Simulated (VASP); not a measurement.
# InP (F-43m) in VASP: further runs

One crystal, InP, is run at these levels: PBEsol; tasks: single point.

Program: VASP 6.6.1. These are calculated values, not measurements. Logs are shortened: lines on timing, memory, paths and dates and some standing lists are left out, and cuts for length are marked.

### Step 1. Starting point

Symmetry: F-43m, No. 216, cubic system. Conventional cell: a = 5.861 Å, b = 5.861 Å, c = 5.861 Å, α = 90.00°, β = 90.00°, γ = 90.00°. In (site symmetry -43m) has 4 P at 2.54 Å as nearest neighbours. P (site symmetry -43m) is surrounded by 4 In at 2.54 Å.

### Step 2. Single point, PBEsol, spin-orbit coupling, no magnetisation

INCAR

```
PREC = Accurate ; ENCUT = 350
EDIFF = 1E-7 ; ISMEAR = 0
SIGMA = 0.02 ; LREAL = False
LASPH = True ; NELM = 100
ALGO = Normal ; ISIF = 2
LWAVE = False ; LCHARG = False
MAGMOM = 0 0 0 0 0 0 ; LORBIT = 11
LSORBIT = True ; GGA_COMPAT = False
GGA = PS ; NBANDS = 34
```

KPOINTS

```
Automatic mesh
0
Gamma
  4 4 4
```

POSCAR

```
InP
1.0
    0.0000000000      2.9305000000      2.9305000000
    2.9305000000      0.0000000000      2.9305000000
    2.9305000000      2.9305000000      0.0000000000
In P
1 1
Direct
    0.0000000000      0.0000000000      0.0000000000
    0.7500000000      0.7500000000      0.7500000000
```

Potentials or basis: VASP PAW PBE potentials, release 64 (In_d, P).

Started as:

```bash
$ cat potpaw_PBE.64/In_d/POTCAR potpaw_PBE.64/P/POTCAR > POTCAR
$ mpirun -np 1 vasp_ncl > vasp.out
```

OUTCAR:

```text
PREC = Accurate
   ENCUT = 350
   EDIFF = 1E-7
   ISMEAR = 0
   LREAL = False
   LASPH = True
   NELM = 100
   ISIF = 2
   LORBIT = 11
   LSORBIT = True
   GGA = PS

 Found     10 irreducible k-points:

 Following reciprocal coordinates:
            Coordinates               Weight
  0.000000  0.000000  0.000000      1.000000
  0.250000  0.000000  0.000000      4.000000
 -0.250000  0.000000  0.000000      4.000000
  0.500000  0.000000  0.000000      4.000000
  0.250000  0.250000  0.000000      6.000000
  0.500000  0.250000  0.000000     12.000000
   k-points           NKPTS =     10   k-points in BZ     NKDIM =     10   number of bands    NBANDS=     34
   number of dos      NEDOS =    301   number of ions     NIONS =      2
   total plane-waves  NPLWV =  21952
   dimension x,y,z NGX =    28 NGY =   28 NGZ =   28
   dimension x,y,z NGXF=    56 NGYF=   56 NGZF=   56
   ions per type =               1   1
   NGX,Y,Z   is equivalent  to a cutoff of  11.23, 11.23, 11.23 a.u.
   NGXF,Y,Z  is equivalent  to a cutoff of  22.46, 22.46, 22.46 a.u.
 SYSTEM =  unknown system
   PREC   = accura    normal or accurate (medium, high low for compatibility)
   ISTART =      0    job   : 0-new  1-cont  2-samecut
   ICHARG =      2    charge: 1-file 2-atom 10-const
   ISPIN  =      1    spin polarized calculation?
   LNONCOLLINEAR =      T non collinear calculations
   LSORBIT =      T    spin-orbit coupling
   LASPH  =      T    aspherical Exc in radial PAW
   ENCUT  =  350.0 eV  25.72 Ry    5.07 a.u.   6.32  6.32  6.32*2*pi/ulx,y,z
   NELM   =    100;   NELMIN=  2; NELMDL= -5     # of ELM steps
   EDIFF  = 0.1E-06   stopping-criterion for ELM
   LREAL  =      F    real-space projection
   EDIFFG = 0.1E-05   stopping-criterion for IOM
   NSW    =      0    number of steps for IOM
   IBRION =     -1    ionic relax: 0-MD 1-quasi-New 2-CG
   NFREE  =      0    steps in history (QN), initial steepest desc. (CG)
   ISIF   =      2    stress and relaxation
   ISYM   =      2    0-nonsym 1-usesym 2-fastsym
   POTIM  = 0.5000    time-step for ionic-motion
   TEBEG  =    0.0;   TEEND  =   0.0 temperature during run
   PSTRESS=    0.0 pullay stress
   NELECT =      18.0000    total number of electrons
   NUPDOWN=      -1.0000    fix difference up-down
   EMIN   =  10.00;   EMAX   =-10.00  energy-range for DOS
   EFERMI =   0.00;   METHOD = LEGACY
   ISMEAR =     0;   SIGMA  =   0.02  broadening in eV -4-tet -1-fermi 0-gaus
   EFERMI_NEDOS =   21; number of points for ismear=-14 and -15
   IALGO  =     38    algorithm
   IMIX   =      4    mixing-type and parameters
     AMIX     =   0.40;   BMIX     =  1.00
     AMIX_MAG =   1.60;   BMIX_MAG =  1.00
  volume/ion in A,a.u.               =      25.17       169.83
  Fermi-wavevector in a.u.,A,eV,Ry     =   1.162021  2.195901 18.371846  1.350293
  Thomas-Fermi vector in A             =   2.298587
   LORBIT       =     11    0 simple, 1 ext, 2 COOP (PROOUT), +10 PAW based schemes
   GGA     = PS    functional components
   LHFCALC =     F    Hartree Fock is set to
   AEXX    =    0.0000 exact exchange contribution
   IVDW    =     0    specifies the selected vdW correction
   LEPSILON=     F    determine dielectric tensor
   LRPA    =     F    only Hartree local field effects (RPA)
 Gauss-broadening in eV      SIGMA  =   0.02
  energy-cutoff  :      350.00
  volume of cell :       50.33
 maximum number of plane-waves:      1508
 NGX is ok and might be reduce to    28
   NGX = 13   NGY = 13   NGZ = 13

 number of electron      17.9999990 magnetization       0.0000000     -0.0000000      0.0000000

 number of electron      17.9999990 magnetization      -0.0000000      0.0000000     -0.0000000

 number of electron      17.9999990 magnetization      -0.0000000     -0.0000000     -0.0000000

 number of electron      17.9999990 magnetization       0.0000000      0.0000000      0.0000000

 Free energy of the ion-electron system (eV)
  ---------------------------------------------------
  ext. energy  EPLUGINS =         0.00000000
  ---------------------------------------------------
  free energy    TOTEN  =        -9.07254477 eV

  energy without entropy =       -9.07254477  energy(sigma->0) =       -9.07254477

 E-fermi :   5.2649     XC(G=0):  -9.4612

 val. band max:        5.1686426484   @ k =   0.0000   0.0000   0.0000
 cond. band min:       5.7366109908   @ k =   0.0000   0.0000   0.0000
 fundamental gap:      0.5679683424
 Fermi energy:         5.2649270994

 k-point     1 :       0.0000    0.0000    0.0000
  band No.  band energies     occupation
      1      -9.5016      1.00000
      2      -9.5016      1.00000
      3      -9.5016      1.00000
      4      -9.5016      1.00000
      5      -8.7234      1.00000
      6      -8.7234      1.00000
[... 22 lines left out ...]
     29      14.5475      0.00000
     30      14.5475      0.00000

 k-point     2 :       0.2500    0.0000    0.0000
  band No.  band energies     occupation
      1      -9.5115      1.00000
      2      -9.5115      1.00000
      3      -9.5010      1.00000
      4      -9.4911      1.00000
      5      -8.7287      1.00000
      6      -8.7287      1.00000
[... 22 lines left out ...]
     29      13.6278      0.00000
     30      13.6686      0.00000

 k-point     3 :      -0.2500    0.0000    0.0000
  band No.  band energies     occupation
      1      -9.5115      1.00000
      2      -9.5115      1.00000
      3      -9.5010      1.00000
      4      -9.4911      1.00000
      5      -8.7287      1.00000
      6      -8.7287      1.00000
[... 22 lines left out ...]
     29      13.6278      0.00000
     30      13.6686      0.00000

 k-point     4 :       0.5000    0.0000    0.0000
  band No.  band energies     occupation
      1      -9.5246      1.00000
      2      -9.5246      1.00000
      3      -9.4914      1.00000
      4      -9.4914      1.00000
      5      -8.7286      1.00000
      6      -8.7286      1.00000
[... 22 lines left out ...]
     29      15.6802      0.00000
     30      15.6802      0.00000

 k-point     5 :       0.2500    0.2500    0.0000
  band No.  band energies     occupation
      1      -9.5303      1.00000
      2      -9.5303      1.00000
      3      -9.4774      1.00000
      4      -9.4774      1.00000
      5      -8.7393      1.00000
      6      -8.7393      1.00000
[... 22 lines left out ...]
     29      15.0896      0.00000
     30      15.0896      0.00000

 k-point     6 :       0.5000    0.2500    0.0000
  band No.  band energies     occupation
      1      -9.5706      1.00000
      2      -9.5219      1.00000
      3      -9.4722      1.00000
      4      -9.4556      1.00000
      5      -8.7980      1.00000
      6      -8.6966      1.00000
[... 22 lines left out ...]
     29      15.8569      0.00000
     30      15.8714      0.00000

 [... further k-points ...]

 [bands above 30 left out]

------------------------ aborting loop because EDIFF is reached ----------------------------------------

  FORCE on cell =-STRESS in cart. coord.  units (eV):
  Direction    XX          YY          ZZ          XY          YZ          ZX
  --------------------------------------------------------------------------------------
  -------------------------------------------------------------------------------------
  Total        0.1603407      0.1603407      0.1603407     -0.0000000     -0.0000000      0.0000000
  in kB        5.1038646      5.1038646      5.1038646     -0.0000000     -0.0000000      0.0000000
  external PRESSURE =       5.1038646 kB  Pullay stress =       0.0000000 kB

 VOLUME and BASIS-vectors are now :
 -----------------------------------------------------------------------------
  energy-cutoff  :      350.00
  volume of cell :       50.33
      direct lattice vectors                 reciprocal lattice vectors
     0.000000000  2.930500000  2.930500000    -0.170619348  0.170619348  0.170619348
     2.930500000  0.000000000  2.930500000     0.170619348 -0.170619348  0.170619348
     2.930500000  2.930500000  0.000000000     0.170619348  0.170619348 -0.170619348

 POSITION                                       TOTAL-FORCE (eV/Angst)
 -----------------------------------------------------------------------------------
      0.00000      0.00000      0.00000         0.000000      0.000000      0.000000
      4.39575      4.39575      4.39575        -0.000000     -0.000000     -0.000000
 -----------------------------------------------------------------------------------
    total drift:                               -0.000000     -0.000000     -0.000000

  FREE ENERGIE OF THE ION-ELECTRON SYSTEM (eV)
  ---------------------------------------------------
  free  energy   TOTEN  =        -9.0725447739 eV

  energy  without entropy=       -9.0725447739  energy(sigma->0) =       -9.07254477

 Spin-Orbit-Coupling matrix elements

 Ion:    1  E_soc:     -0.0732476
 l=   1
     0.0000000    -0.0056633    -0.0056633
    -0.0056633     0.0000000    -0.0056633
    -0.0056633    -0.0056633     0.0000000
 l=   2
     0.0000000    -0.0013484     0.0000000    -0.0013484    -0.0051962
    -0.0013484     0.0000000    -0.0038972    -0.0013484    -0.0012991
     0.0000000    -0.0038972     0.0000000    -0.0038972     0.0000000
    -0.0013484    -0.0013484    -0.0038972     0.0000000    -0.0012991
    -0.0051962    -0.0012991     0.0000000    -0.0012991     0.0000000
 l=   3
     0.0000000     0.0000000     0.0000000     0.0000000     0.0000000     0.0000000     0.0000000
     0.0000000     0.0000000     0.0000000     0.0000000     0.0000000     0.0000000     0.0000000
     0.0000000     0.0000000     0.0000000     0.0000000     0.0000000     0.0000000     0.0000000
     0.0000000     0.0000000     0.0000000     0.0000000     0.0000000     0.0000000     0.0000000
     0.0000000     0.0000000     0.0000000     0.0000000     0.0000000     0.0000000     0.0000000
     0.0000000     0.0000000     0.0000000     0.0000000     0.0000000     0.0000000     0.0000000
     0.0000000     0.0000000     0.0000000     0.0000000     0.0000000     0.0000000     0.0000000

 Ion:    2  E_soc:     -0.0009655
 l=   1
     0.0000000    -0.0001609    -0.0001609
    -0.0001609     0.0000000    -0.0001609
    -0.0001609    -0.0001609     0.0000000
 l=   2
     0.0000000     0.0000000     0.0000000     0.0000000     0.0000000
     0.0000000     0.0000000     0.0000000     0.0000000     0.0000000
     0.0000000     0.0000000     0.0000000     0.0000000     0.0000000
     0.0000000     0.0000000     0.0000000     0.0000000     0.0000000
     0.0000000     0.0000000     0.0000000     0.0000000     0.0000000
 l=   3
     0.0000000     0.0000000     0.0000000     0.0000000     0.0000000     0.0000000     0.0000000
     0.0000000     0.0000000     0.0000000     0.0000000     0.0000000     0.0000000     0.0000000
     0.0000000     0.0000000     0.0000000     0.0000000     0.0000000     0.0000000     0.0000000
     0.0000000     0.0000000     0.0000000     0.0000000     0.0000000     0.0000000     0.0000000
     0.0000000     0.0000000     0.0000000     0.0000000     0.0000000     0.0000000     0.0000000
     0.0000000     0.0000000     0.0000000     0.0000000     0.0000000     0.0000000     0.0000000
     0.0000000     0.0000000     0.0000000     0.0000000     0.0000000     0.0000000     0.0000000

 total charge

# of ion       s       p       d       tot
------------------------------------------
    1        0.818   0.783   9.901  11.502
    2        1.016   1.497   0.000   2.514
--------------------------------------------------
tot          1.834   2.281   9.901  14.016

 magnetization (x)

# of ion       s       p       d       tot
------------------------------------------
    1       -0.000   0.000   0.000   0.000
    2       -0.000  -0.000   0.000  -0.000
--------------------------------------------------
tot         -0.000  -0.000   0.000  -0.000

 magnetization (y)

# of ion       s       p       d       tot
------------------------------------------
    1       -0.000   0.000   0.000   0.000
    2        0.000   0.000   0.000   0.000
--------------------------------------------------
tot          0.000   0.000   0.000   0.000

 magnetization (z)

# of ion       s       p       d       tot
------------------------------------------
    1       -0.000   0.000   0.000  -0.000
    2       -0.000  -0.000   0.000  -0.000
--------------------------------------------------
tot         -0.000  -0.000   0.000  -0.000
```

It took 25 s on 1 thread of Intel Xeon Platinum 8488C (Sapphire Rapids), shared host; peak memory 0.23 GiB.

These settings aren't checked as converged: the numbers below hold their error.

Results:

```yaml
Free_energy: -9.0725 eV
Pressure: 0.5 GPa
Valence_electrons_inside_the_program's_atomic_spheres: In 11.50; P 2.51
```

Caveat: the k mesh is coarse (spacing up to 0.46 Å⁻¹), so the values aren't converged; the PAW data sets were made with another functional, which shifts forces and pressure a little.

### Step 3. Single point, PBEsol, spin-orbit coupling, no magnetisation

Changes to INCAR since step 2:

```diff
@@ -1,2 +1,2 @@
-PREC = Accurate ; ENCUT = 350
+PREC = Accurate ; ENCUT = 300
 EDIFF = 1E-7 ; ISMEAR = 0
```

KPOINTS

```
Automatic mesh
0
Gamma
  5 5 5
```

POSCAR is that of step 2.

Potentials or basis: VASP PAW PBE potentials, release 64 (In_d, P).

Started as:

```bash
$ cat potpaw_PBE.64/In_d/POTCAR potpaw_PBE.64/P/POTCAR > POTCAR
$ mpirun -np 1 vasp_ncl > vasp.out
```

OUTCAR:

```text
PREC = Accurate
   ENCUT = 300
   EDIFF = 1E-7
   ISMEAR = 0
   LREAL = False
   LASPH = True
   NELM = 100
   ISIF = 2
   LORBIT = 11
   LSORBIT = True
   GGA = PS

 Found     14 irreducible k-points:

 Following reciprocal coordinates:
            Coordinates               Weight
  0.000000  0.000000  0.000000      1.000000
  0.200000  0.000000  0.000000      4.000000
 -0.200000  0.000000  0.000000      4.000000
  0.400000  0.000000  0.000000      4.000000
 -0.400000  0.000000  0.000000      4.000000
  0.200000  0.200000  0.000000      6.000000
   k-points           NKPTS =     14   k-points in BZ     NKDIM =     14   number of bands    NBANDS=     34
   number of dos      NEDOS =    301   number of ions     NIONS =      2
[... 344 lines left out ...]
     0.0000000     0.0000000     0.0000000     0.0000000     0.0000000     0.0000000     0.0000000
     0.0000000     0.0000000     0.0000000     0.0000000     0.0000000     0.0000000     0.0000000
     0.0000000     0.0000000     0.0000000     0.0000000     0.0000000     0.0000000     0.0000000
     0.0000000     0.0000000     0.0000000     0.0000000     0.0000000     0.0000000     0.0000000
     0.0000000     0.0000000     0.0000000     0.0000000     0.0000000     0.0000000     0.0000000
     0.0000000     0.0000000     0.0000000     0.0000000     0.0000000     0.0000000     0.0000000

 total charge

# of ion       s       p       d       tot
------------------------------------------
    1        0.826   0.780   9.894  11.499
    2        1.024   1.489   0.000   2.513
--------------------------------------------------
tot          1.850   2.269   9.894  14.012

 magnetization (x)

# of ion       s       p       d       tot
------------------------------------------
    1        0.000  -0.000  -0.000  -0.000
    2        0.000  -0.000   0.000   0.000
--------------------------------------------------
tot          0.000  -0.000  -0.000  -0.000

 magnetization (y)

# of ion       s       p       d       tot
------------------------------------------
    1        0.000  -0.000   0.000  -0.000
    2        0.000  -0.000   0.000  -0.000
--------------------------------------------------
tot          0.000  -0.000   0.000  -0.000

 magnetization (z)

# of ion       s       p       d       tot
------------------------------------------
    1       -0.000  -0.000  -0.000  -0.000
    2        0.000  -0.000   0.000   0.000
--------------------------------------------------
tot          0.000  -0.000  -0.000  -0.000
```

OSZICAR:

```text
N       E                     dE             d eps       ncg     rms          rms(c)
DAV:   1     0.129025344901E+03    0.12903E+03   -0.55955E+03   976   0.829E+02
DAV:   2     0.313072107459E+01   -0.12589E+03   -0.11947E+03  1014   0.256E+02
DAV:   3    -0.908741610121E+01   -0.12218E+02   -0.12030E+02  1128   0.931E+01
DAV:   4    -0.954080243398E+01   -0.45339E+00   -0.45244E+00  1132   0.183E+01
DAV:   5    -0.956659672307E+01   -0.25794E-01   -0.25790E-01  1470   0.390E+00    0.559E+00
DAV:   6    -0.918691466960E+01    0.37968E+00   -0.39955E-01  1380   0.123E+01    0.322E+00
DAV:   7    -0.915449019078E+01    0.32424E-01   -0.18685E-01  1500   0.327E+00    0.124E+00
DAV:   8    -0.915132863688E+01    0.31616E-02   -0.15125E-02  1424   0.147E+00    0.725E-01
DAV:   9    -0.915139909267E+01   -0.70456E-04   -0.15931E-03  1068   0.233E-01    0.171E-01
DAV:  10    -0.915143868354E+01   -0.39591E-04   -0.46124E-04  1348   0.382E-01    0.102E-01
DAV:  11    -0.915149206954E+01   -0.53386E-04   -0.97043E-05  1140   0.922E-02    0.318E-02
DAV:  12    -0.915150021147E+01   -0.81419E-05   -0.24355E-05  1258   0.449E-02    0.167E-02
DAV:  13    -0.915149990878E+01    0.30269E-06   -0.13811E-06  1192   0.955E-03    0.770E-03
DAV:  14    -0.915149989301E+01    0.15775E-07   -0.21455E-07  1086   0.237E-03
   1 F= -.91514999E+01 E0= -.91514999E+01  d E =-.289127E-12  mag=    -0.0000     0.0000    -0.0000
```

stdout:

```text
POSCAR found type information on POSCAR InP
 POSCAR found :  2 types and       2 ions
 scaLAPACK will be used
 -----------------------------------------------------------------------------
|                                                                             |
|                                                                             |
|     You enforced a specific xc type in the INCAR file but a different       |
|     I HOPE YOU KNOW WHAT YOU ARE DOING!                                     |
|                                                                             |
 -----------------------------------------------------------------------------

 LDA part: xc-table for (Slater+PW92), standard interpolation
 POSCAR, INCAR and KPOINTS ok, starting setup
 FFT: planning ... GRIDC
 FFT: planning ... GRID_SOFT
 FFT: planning ... GRID
 WAVECAR not read
 entering main loop
```

Run time: 16 s. Hardware: 1 thread of Intel Xeon Platinum 8488C (Sapphire Rapids), shared host; peak memory 0.19 GiB.

These settings aren't checked as converged: the numbers below hold their error.

Results:

- Free energy: -9.1515 eV
- Pressure: 0.3 GPa
- Valence electrons inside the program's atomic spheres: In 11.50; P 2.51

Caveat: the k mesh is coarse (spacing up to 0.37 Å⁻¹), so the values aren't converged; the cutoff is under 1.25 times the usual one of these potentials, so pressure, stress and relaxed cells hold a basis-set (Pulay) error; the PAW data sets were made with another functional, which shifts forces and pressure a little.
